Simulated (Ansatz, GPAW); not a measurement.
This is a calculation of BAs for Ansatz 0.2.0. 

The input input.yaml:

```yaml
crystal:
  lattice:
    - [0.0, 2.3885, 2.3885]
    - [2.3885, 0.0, 2.3885]
    - [2.3885, 2.3885, 0.0]
  atoms:
    - { symbol: As, position: [0.75, 0.75, 0.75] }
    - { symbol: B, position: [0.0, 0.0, 0.0] }
hamiltonian:
  xc: pbesol
  pseudopotentials: { kind: paw }
kpoints:
  mp_grid: { grid: [10, 10, 10] }
scf:
  occupations: { method: fermi_dirac, width: 0.05 }
output:
  forces: true
  stress: true
  eigenvalues: true
```

Potentials or basis: Ansatz PAW.

The run is started by

```sh
$ ansatz run input.yaml --threads 1 --pin off --max-ram 3584MiB --backend cpu --events-out ev --progress --plain --runs-dir out
```

Problem. Set up the same calculation for GPAW 26.7.0 (ASE script). Potentials or basis there: PAW data sets generated for this functional, cutoff 800 eV.

Solution. As run (cutoffs and basis follow the program's own potentials, and thresholds, step limits or extra output files can differ):

The input run.py:

```python
from ase import Atoms
from ase.dft.bandgap import bandgap
from ase.io import write
from ase.units import GPa
from gpaw import GPAW, PW, setup_paths

setup_paths.insert(0, '.')

atoms = Atoms(['As', 'B'],
              cell=[[0.0, 2.3885, 2.3885],
                    [2.3885, 0.0, 2.3885],
                    [2.3885, 2.3885, 0.0]],
              scaled_positions=[[0.75, 0.75, 0.75],
                                [0.0, 0.0, 0.0]],
              pbc=True)

calc = GPAW(mode=PW(800),
            xc='PBEsol',
            kpts={'size': (10, 10, 10), 'gamma': True},
            occupations={'name': 'fermi-dirac', 'width': 0.05},
            nbands=11,
            convergence={'density': 1e-05, 'energy': 1e-05},
            maxiter=150,
            txt='gpaw.txt')
atoms.calc = calc
energy = atoms.get_potential_energy()
forces = atoms.get_forces()
stress = atoms.get_stress()
calc.write('gs.gpw')
write('result.traj', atoms)
print(f'Energy: {energy:.6f} eV')
print('Forces (eV/A):')
print(forces.round(4))
print('Stress (GPa):', (stress / GPa).round(3))
print('Fermi level:', round(calc.get_fermi_level(), 4), 'eV')
print(f'Gap: {bandgap(calc)[0]:.4f} eV, direct: {bandgap(calc, direct=True)[0]:.4f} eV')
```

Potentials or basis: PAW data sets generated in the run's folder for this functional, pw.

Command:

```bash
$ gpaw-setup -f PBEsol As B
$ OMP_NUM_THREADS=1 python run.py
```

Both were run:

|  | Ansatz | GPAW |
| --- | --- | --- |
| Pressure | -0.8 GPa | -0.3 GPa |

Ansatz's pressure holds a Pulay term of +0.09 GPa for its cutoff of 420 eV, which the other run lacks.

The potentials hold 18 and 8 valence electrons a cell.

Ansatz's potentials were made for PBE.

Where Ansatz's input types no cutoff or centring, it takes its own default and a Γ-centred mesh.

Pressure is positive in compression.
